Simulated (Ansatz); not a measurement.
# Band table of TiS$_{2}$

```
Ti S
1.0
     3.41200    0.00000    0.00000
    -1.70600    2.95488    0.00000
     0.00000    0.00000    5.75195
Ti S
1 2
Direct
  0.00000 0.00000 0.00000
  0.33333 0.66667 0.25000
  0.66667 0.33333 0.75000
```

Atom numbers follow the list: Ti1, S2, S3.

The cell is COD entry 1537865, as deposited and not checked against the literature; nothing was relaxed. It is an old determination, and later ones may differ. The listed cell was then made from it by scaling, straining or moving an atom.

The calculation used DFT, PBE, all-electron LAPW, scalar-relativistic in Ansatz 0.2.0.

Sampling and basis: a Γ-centred 14×14×7 k mesh, Fermi–Dirac smearing of 0.05 eV, basis error target 1 meV/atom, no spin polarisation.

Path points, in fractions of the reciprocal vectors: Γ (0.000, 0.000, 0.000), M (0.500, 0.000, 0.000), K (0.333, 0.333, 0.000), A (0.000, 0.000, 0.500), L (0.500, 0.000, 0.500), H (0.333, 0.333, 0.500). Levels in eV from the Fermi level; bands 13 to 22, counted from the lowest band of the run. The gap is zero.

```
# k(1/Å) point b13 b14 b15 b16 b17 b18 b19 b20 b21 b22
0.000 Γ -13.67 -12.06 -5.26 -2.67 -2.67 -0.06 0.11 0.11 0.53 0.53
0.213 - -13.55 -12.03 -5.11 -2.89 -2.63 -0.80 -0.39 -0.07 0.66 0.98
0.425 - -13.23 -11.96 -4.70 -3.34 -2.55 -2.20 -0.96 -0.43 0.53 1.37
0.638 - -12.76 -11.88 -4.13 -3.86 -3.34 -2.50 -1.33 -1.20 0.38 1.51
0.851 - -12.29 -11.85 -4.79 -3.65 -3.37 -2.53 -2.02 -1.48 0.26 1.54
1.063 M -11.99 -11.93 -5.15 -3.68 -2.85 -2.59 -2.56 -1.51 0.22 1.55
1.186 - -11.97 -11.93 -5.10 -3.71 -2.84 -2.73 -2.40 -1.79 0.42 1.55
1.309 - -11.93 -11.91 -4.97 -3.78 -2.81 -2.81 -2.35 -2.26 0.77 1.58
1.431 - -11.88 -11.87 -4.75 -3.88 -3.13 -2.79 -2.60 -2.22 1.05 1.64
1.554 - -11.85 -11.82 -4.47 -3.97 -3.68 -2.70 -2.57 -2.26 1.18 1.72
1.677 K -11.82 -11.82 -4.20 -4.02 -4.02 -2.59 -2.59 -2.32 1.20 1.79
1.923 - -12.03 -11.80 -4.38 -3.98 -3.35 -2.98 -2.61 -1.95 1.11 1.71
2.168 - -12.52 -11.84 -3.78 -3.77 -3.75 -2.72 -2.30 -1.27 0.82 1.64
2.414 - -13.09 -11.93 -4.52 -3.44 -2.72 -2.30 -1.52 -0.54 0.71 1.39
2.659 - -13.52 -12.02 -5.06 -2.95 -2.63 -0.95 -0.57 -0.08 0.72 1.00
2.905 Γ -13.67 -12.06 -5.26 -2.67 -2.67 -0.06 0.11 0.11 0.53 0.53
3.014 - -13.65 -12.10 -5.16 -2.67 -2.67 -0.32 0.10 0.10 0.53 0.53
3.123 - -13.58 -12.22 -4.90 -2.66 -2.66 -0.87 0.05 0.05 0.52 0.52
3.232 - -13.48 -12.38 -4.50 -2.64 -2.64 -1.51 0.00 0.00 0.52 0.52
3.342 - -13.37 -12.54 -4.05 -2.63 -2.63 -2.10 -0.04 -0.04 0.51 0.51
3.451 A -13.31 -12.61 -3.80 -2.63 -2.63 -2.41 -0.05 -0.05 0.51 0.51
3.664 - -13.20 -12.56 -3.69 -3.27 -2.60 -1.81 -0.92 -0.50 0.68 0.95
3.876 - -12.89 -12.42 -3.90 -3.47 -2.54 -2.18 -1.38 -0.99 0.57 1.41
4.089 - -12.49 -12.21 -4.38 -3.84 -2.66 -2.57 -1.38 -1.22 0.32 1.59
4.301 - -12.20 -11.93 -4.93 -4.33 -2.68 -2.66 -1.39 -1.22 0.08 1.57
4.514 L -12.12 -11.77 -5.24 -4.40 -2.78 -2.73 -1.26 -1.19 -0.04 1.54
4.637 - -12.10 -11.77 -5.19 -4.39 -2.77 -2.76 -1.46 -1.32 0.14 1.56
4.760 - -12.04 -11.77 -5.04 -4.36 -2.84 -2.80 -1.94 -1.51 0.46 1.59
4.882 - -11.96 -11.77 -4.80 -4.32 -3.05 -2.91 -2.24 -1.78 0.78 1.60
5.005 - -11.87 -11.79 -4.51 -4.29 -3.50 -2.96 -2.24 -2.03 1.07 1.53
5.128 H -11.81 -11.81 -4.30 -4.30 -3.77 -2.97 -2.18 -2.18 1.22 1.48
5.373 - -11.93 -11.88 -4.48 -4.39 -3.14 -2.86 -2.19 -1.97 1.07 1.32
5.619 - -12.26 -12.13 -4.37 -4.06 -2.51 -2.48 -2.37 -1.48 0.97 1.22
5.864 - -12.77 -12.36 -4.03 -3.45 -2.71 -2.09 -1.58 -1.29 0.87 1.24
6.110 - -13.17 -12.54 -3.66 -3.37 -2.59 -1.72 -1.06 -0.67 0.78 0.96
6.356 A -13.31 -12.61 -3.80 -2.63 -2.63 -2.41 -0.05 -0.05 0.51 0.51
```
